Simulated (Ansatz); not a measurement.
# HfN: equation of state with PBE

The system is HfN.

```xyz
4
Lattice="3.1339 0.0000 0.0000 -1.5670 2.7140 0.0000 0.0000 0.0000 5.4168" Properties=species:S:1:pos:R:3 pbc="T T T"
Hf    0.0000    1.8094    1.3542
Hf    1.5670    0.9047    4.0626
N     0.0000    0.0000    2.7084
N     0.0000    0.0000    0.0000
```

The cell comes from a database or a generator and needn't be the stable form of this composition.

```yaml
Program: Ansatz 0.2.0
Task: equation of state
Functional: PBE
Potentials_or_basis: Ansatz PAW
Cutoff: 420 eV
Density_cutoff: 1680 eV
k_mesh: 10 × 10 × 5
Occupations: fermi-dirac, width 0.05 eV
Spin: no spin polarisation
```

- Equilibrium volume: 11.78 Å³/atom
- Bulk modulus at fixed shape and positions: 258 GPa
- Pressure derivative of the bulk modulus: 4.2

Energy against volume, from the lowest point:
| volume (Å³/atom) | energy (meV/atom) |
| --- | --- |
| 10.827 | 71.56 |
| 11.057 | 39.62 |
| 11.288 | 17.69 |
| 11.518 | 4.77 |
| 11.749 | 0.00 |
| 11.979 | 2.60 |
| 12.209 | 11.80 |

All runs of the series together: 25 s on 2 threads of Intel(R) Xeon(R) Processor @ 2.70GHz (shared host).

Caveat: the cell was scaled at fixed shape and fractional positions, which overstates the stiffness of a crystal with free parameters, most of all of layers and chains. Spin-orbit coupling is left out, which matters for the levels of Hf.
